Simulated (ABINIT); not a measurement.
# Pb (Fm-3m) in ABINIT: further runs, part 2 of 2

ABINIT 10.8.3 (patched build). Earlier steps stand in the parts before.

## Step 3: Equation of state, AM05

run.abi

```
ndtset 7
getwfk -1
scalecart1 3*0.9795861087
scalecart2 3*0.9864848297
scalecart3 3*0.9932883884
scalecart4 3*1.0000000000
scalecart5 3*1.0066227096
scalecart6 3*1.0131594038
scalecart7 3*1.0196128224

pp_dirpath "./"
pseudos "Pb.GGA_PBE-JTH.xml"

acell 3*1.0
rprim
     0.0000000000     4.6771099530     4.6771099530
     4.6771099530     0.0000000000     4.6771099530
     4.6771099530     4.6771099530     0.0000000000
ntypat 1
znucl 82
natom 1
typat 1
xred
     0.0000000000     0.0000000000     0.0000000000

ecut 17.0
pawecutdg 34.0

kptopt 1
ngkpt 9 9 9
nshiftk 1
shiftk 0.0 0.0 0.0

ixc -120135

nband 11
occopt 3
tsmear 0.00183747

nstep 100
tolvrs 1.0e-9

iomode 3
prtwf 1
prtden 0
prteig 0
prtebands 0
enunit 2
```

Potentials or basis: JTH PAW PBE v2.0.

The run is started by

```bash
> abinit run.abi > log 2>&1
```

run.abo:

```text
.Version 10.8.3 of ABINIT
 DATASET    1 : space group Fm -3 m (#225); Bravais cF (face-center cubic)
================================================================================
 Values of the parameters that define the memory need for DATASET  1.
     intxc =       0    ionmov =       0      iscf =      17    lmnmax =      18
     lnmax =       6     mgfft =      27  mpssoang =       3    mqgrid =    3001
     natom =       1  nloc_mem =       2    nspden =       1   nspinor =       1
    nsppol =       1      nsym =      48    n1xccc =       1    ntypat =       1
    occopt =       3   xclevel =       2
       mpw =         652          nfft =       19683          nkpt =          35
 PAW method is used; the additional fine FFT grid is defined by:
   mgfftf=        36    nfftf =     46656
================================================================================
================================================================================
[... 71 lines left out ...]
 DATASET    7 : space group Fm -3 m (#225); Bravais cF (face-center cubic)
================================================================================
 Values of the parameters that define the memory need for DATASET  7.
     intxc =       0    ionmov =       0      iscf =      17    lmnmax =      18
     lnmax =       6     mgfft =      27  mpssoang =       3    mqgrid =    3001
     natom =       1  nloc_mem =       2    nspden =       1   nspinor =       1
    nsppol =       1      nsym =      48    n1xccc =       1    ntypat =       1
    occopt =       3   xclevel =       2
       mpw =         745          nfft =       19683          nkpt =          35
 PAW method is used; the additional fine FFT grid is defined by:
   mgfftf=        36    nfftf =     46656
================================================================================
================================================================================

--------------------------------------------------------------------------------
------------- Echo of variables that govern the present computation ------------
--------------------------------------------------------------------------------
 -outvars: echo values of preprocessed input variables --------
            acell      1.0000000000E+00  1.0000000000E+00  1.0000000000E+00 Bohr
              amu      2.07200000E+02
             ecut      1.70000000E+01 Hartree
           enunit           2
           getwfk          -1
              ixc     -120135
           jdtset        1    2    3    4    5    6    7
         kptrlatt        9    0    0      0    9    0      0    0    9
          kptrlen1     5.83146542E+01
          kptrlen2     5.87253343E+01
          kptrlen3     5.91303494E+01
          kptrlen4     5.95298910E+01
          kptrlen5     5.99241401E+01
          kptrlen6     6.03132688E+01
          kptrlen7     6.06974401E+01
            natom           1
            nband          11
           ndtset           7
            ngfft          27      27      27
          ngfftdg          36      36      36
             nkpt          35
            nstep         100
             nsym          48
           ntypat           1
           occopt           3
        pawecutdg      3.40000000E+01 Hartree
         pawxcdev           0
           prtden           0
        prtebands           0
           prteig           0
            rprim1     0.0000000000E+00  4.5816319388E+00  4.5816319388E+00
                       4.5816319388E+00  0.0000000000E+00  4.5816319388E+00
                       4.5816319388E+00  4.5816319388E+00  0.0000000000E+00
            rprim2     0.0000000000E+00  4.6138980155E+00  4.6138980155E+00
                       4.6138980155E+00  0.0000000000E+00  4.6138980155E+00
                       4.6138980155E+00  4.6138980155E+00  0.0000000000E+00
            rprim3     0.0000000000E+00  4.6457190076E+00  4.6457190076E+00
                       4.6457190076E+00  0.0000000000E+00  4.6457190076E+00
                       4.6457190076E+00  4.6457190076E+00  0.0000000000E+00
            rprim4     0.0000000000E+00  4.6771099530E+00  4.6771099530E+00
                       4.6771099530E+00  0.0000000000E+00  4.6771099530E+00
                       4.6771099530E+00  4.6771099530E+00  0.0000000000E+00
            rprim5     0.0000000000E+00  4.7080850940E+00  4.7080850940E+00
                       4.7080850940E+00  0.0000000000E+00  4.7080850940E+00
                       4.7080850940E+00  4.7080850940E+00  0.0000000000E+00
            rprim6     0.0000000000E+00  4.7386579315E+00  4.7386579315E+00
                       4.7386579315E+00  0.0000000000E+00  4.7386579315E+00
                       4.7386579315E+00  4.7386579315E+00  0.0000000000E+00
            rprim7     0.0000000000E+00  4.7688412799E+00  4.7688412799E+00
                       4.7688412799E+00  0.0000000000E+00  4.7688412799E+00
                       4.7688412799E+00  4.7688412799E+00  0.0000000000E+00
          spgroup         225
           tolvrs      1.00000000E-09
           tsmear      1.83747000E-03 Hartree
            typat      1
           useylm           1
            znucl       82.00000

================================================================================

 chkinp: Checking input parameters for consistency, jdtset=   1.

 chkinp: Checking input parameters for consistency, jdtset=   2.
[... 36 lines left out ...]
 getcut: wavevector=  0.0000  0.0000  0.0000  ngfft=  36  36  36
         ecut(hartree)=     34.000   => boxcut(ratio)=   2.11672

--- Pseudopotential description ------------------------------------------------
- pspini: atom type   1  psp file is ./Pb.GGA_PBE-JTH.xml
 Pseudopotential format is: paw10
 basis_size (lnmax)=  6 (lmn_size= 18), orbitals=   0   0   1   1   2   2
 Spheres core radius: rc_sph= 2.40264019
 Shapefunction is BESSEL type: shapef(r,l)=aa(1,l)*jl(q(1,l)*r)+aa(2,l)*jl(q(2,l)*r)
 Radius for shape functions =  2.00872932
 Compensation charge density is not taken into account in XC energy/potential

   3.29629720E+02                                ecore*ucvol(ha*bohr**3)
--------------------------------------------------------------------------------

[... 1205 lines left out ...]
-Cartesian components of stress tensor (GPa)         [Pressure= -4.4599E+00 GPa]
- sigma(1 1)=  4.45994542E+00  sigma(3 2)=  0.00000000E+00
- sigma(2 2)=  4.45994542E+00  sigma(3 1)=  0.00000000E+00
- sigma(3 3)=  4.45994542E+00  sigma(2 1)=  0.00000000E+00

== END DATASET(S) ==============================================================
================================================================================

 -outvars: echo values of variables after computation  --------
            acell      1.0000000000E+00  1.0000000000E+00  1.0000000000E+00 Bohr
           etotal1    -6.1243362563E+01
           etotal2    -6.1243745218E+01
           etotal3    -6.1243892447E+01
           etotal4    -6.1243930938E+01
           etotal5    -6.1243841497E+01
           etotal6    -6.1243614343E+01
           etotal7    -6.1243315259E+01
            fcart1    -0.0000000000E+00 -0.0000000000E+00 -0.0000000000E+00
            fcart2    -0.0000000000E+00 -0.0000000000E+00 -0.0000000000E+00
            fcart3    -0.0000000000E+00 -0.0000000000E+00 -0.0000000000E+00
            fcart4    -0.0000000000E+00 -0.0000000000E+00 -0.0000000000E+00
            fcart5    -0.0000000000E+00 -0.0000000000E+00 -0.0000000000E+00
            fcart6    -0.0000000000E+00 -0.0000000000E+00 -0.0000000000E+00
            fcart7    -0.0000000000E+00 -0.0000000000E+00 -0.0000000000E+00
            rprim1     0.0000000000E+00  4.5816319388E+00  4.5816319388E+00
                       4.5816319388E+00  0.0000000000E+00  4.5816319388E+00
                       4.5816319388E+00  4.5816319388E+00  0.0000000000E+00
[... 17 lines left out ...]
                       4.7688412799E+00  4.7688412799E+00  0.0000000000E+00
           strten1    -2.9320546066E-05 -2.9320546066E-05 -2.9320546066E-05
                       0.0000000000E+00  0.0000000000E+00  0.0000000000E+00
           strten2     1.1242590732E-05  1.1242590732E-05  1.1242590732E-05
                       0.0000000000E+00  0.0000000000E+00  0.0000000000E+00
           strten3     4.7381367754E-05  4.7381367754E-05  4.7381367754E-05
                       0.0000000000E+00  0.0000000000E+00  0.0000000000E+00
           strten4     7.8780790095E-05  7.8780790095E-05  7.8780790095E-05
                       0.0000000000E+00  0.0000000000E+00  0.0000000000E+00
           strten5     1.0618520498E-04  1.0618520498E-04  1.0618520498E-04
                       0.0000000000E+00  0.0000000000E+00  0.0000000000E+00
           strten6     1.3028129974E-04  1.3028129974E-04  1.3028129974E-04
                       0.0000000000E+00  0.0000000000E+00  0.0000000000E+00
           strten7     1.5159046352E-04  1.5159046352E-04  1.5159046352E-04
                       0.0000000000E+00  0.0000000000E+00  0.0000000000E+00
 Calculation completed.
```

Wall time 51 s (1 thread of Arm Neoverse V2, shared host); peak memory 0.13 GiB.

Results:

```yaml
Equilibrium_volume: "30.13 Å³/atom (rough: see the caveat)"
Bulk_modulus: 49 GPa (rough)
```

Energy against volume, from the lowest point:
| volume (Å³/atom) | energy (meV/atom) |
| --- | --- |
| 28.503 | 15.47 |
| 29.110 | 5.05 |
| 29.716 | 1.05 |
| 30.323 | 0.00 |
| 30.929 | 2.43 |
| 31.535 | 8.61 |
| 32.142 | 16.75 |

Caveat: the cutoff is too short for stress, so the log's stress isn't used; pressures at fixed basis lie under the slope of the energies; the fit is doubtful: noisy points or a state that changes with volume; the PAW data sets were made with another functional, which shifts forces and pressure a little. The run has no spin-orbit coupling, so splittings on Pb are missing.

## Step 4: Equation of state, PBEsol

run.abi

```
# Datasets: one volume each
ndtset 7
getwfk -1
scalecart1 3*0.9795861087
scalecart2 3*0.9864848297
scalecart3 3*0.9932883884
scalecart4 3*1.0000000000
scalecart5 3*1.0066227096
scalecart6 3*1.0131594038
scalecart7 3*1.0196128224

# Pseudopotentials
pp_dirpath "./"
pseudos "Pb.GGA_PBE-JTH.xml"

# Structure
acell 3*1.0 Angstrom
rprim
     0.0000000000     2.4750200000     2.4750200000
     2.4750200000     0.0000000000     2.4750200000
     2.4750200000     2.4750200000     0.0000000000
ntypat 1
znucl 82
natom 1
typat 1
xred
     0.0000000000     0.0000000000     0.0000000000

# Plane-wave basis
ecut 23.0
pawecutdg 45.0

# k points
kptopt 1
ngkpt 9 9 9
nshiftk 1
shiftk 0.0 0.0 0.0

# Exchange and correlation
ixc -116133

# Bands and occupations
nband 11
occopt 3
tsmear 0.05 eV

# SCF cycle
nstep 100
tolvrs 1.0e-9

# Output
iomode 3
prtwf 1
prtden 0
prteig 0
prtebands 0
enunit 1
```

Potentials or basis: JTH PAW PBE v2.0.

The run is started by

```bash
> abinit run.abi > log 2>&1
```

run.abo:

```text
.Version 10.8.3 of ABINIT
 DATASET    1 : space group Fm -3 m (#225); Bravais cF (face-center cubic)
================================================================================
 Values of the parameters that define the memory need for DATASET  1.
     intxc =       0    ionmov =       0      iscf =      17    lmnmax =      18
     lnmax =       6     mgfft =      30  mpssoang =       3    mqgrid =    3001
     natom =       1  nloc_mem =       2    nspden =       1   nspinor =       1
    nsppol =       1      nsym =      48    n1xccc =       1    ntypat =       1
    occopt =       3   xclevel =       2
       mpw =        1026          nfft =       27000          nkpt =          35
 PAW method is used; the additional fine FFT grid is defined by:
   mgfftf=        40    nfftf =     64000
================================================================================
================================================================================
[... 71 lines left out ...]
 DATASET    7 : space group Fm -3 m (#225); Bravais cF (face-center cubic)
[... 1298 lines left out ...]
            fcart6    -0.0000000000E+00 -0.0000000000E+00 -0.0000000000E+00
            fcart7    -0.0000000000E+00 -0.0000000000E+00 -0.0000000000E+00
            rprim1     0.0000000000E+00  2.4244952108E+00  2.4244952108E+00
                       2.4244952108E+00  0.0000000000E+00  2.4244952108E+00
                       2.4244952108E+00  2.4244952108E+00  0.0000000000E+00
[... 17 lines left out ...]
                       2.5235621277E+00  2.5235621277E+00  0.0000000000E+00
           strten1    -9.4175079576E-05 -9.4175079576E-05 -9.4175079576E-05
                       0.0000000000E+00  0.0000000000E+00  0.0000000000E+00
           strten2    -5.1080163549E-05 -5.1080163549E-05 -5.1080163549E-05
                       0.0000000000E+00  0.0000000000E+00  0.0000000000E+00
           strten3    -1.3044490421E-05 -1.3044490421E-05 -1.3044490421E-05
                       0.0000000000E+00  0.0000000000E+00  0.0000000000E+00
           strten4     2.0368372250E-05  2.0368372250E-05  2.0368372250E-05
                       0.0000000000E+00  0.0000000000E+00  0.0000000000E+00
           strten5     4.9706373029E-05  4.9706373029E-05  4.9706373029E-05
                       0.0000000000E+00  0.0000000000E+00  0.0000000000E+00
           strten6     7.5294291192E-05  7.5294291192E-05  7.5294291192E-05
                       0.0000000000E+00  0.0000000000E+00  0.0000000000E+00
           strten7     9.8237615570E-05  9.8237615570E-05  9.8237615570E-05
                       0.0000000000E+00  0.0000000000E+00  0.0000000000E+00
 Calculation completed.
```

Wall time 74 s (1 thread of Arm Neoverse V2, shared host); peak memory 0.15 GiB.

Results:

| Quantity | Value |
| --- | --- |
| Equilibrium volume | 29.99 Å³/atom |
| Bulk modulus | 49 GPa |
| Pressure derivative of the bulk modulus | 5.5 |

Energy against volume, from the lowest point:
```tsv
volume (Å³/atom)	energy (meV/atom)
28.503	12.22
29.110	3.84
29.716	0.00
30.323	0.17
30.929	3.78
31.535	10.48
32.142	19.86
```

Caveat: pressures at fixed basis lie under the slope of the energies; the PAW data sets were made with another functional, which shifts forces and pressure a little. Spin-orbit coupling is left out, which matters for the levels of Pb.

## Step 5: How close it comes

Step 4. The cell as given is a measured one (30.32 Å³/atom); PBEsol puts the equilibrium volume -1.1 % from it, thermal expansion not counted.
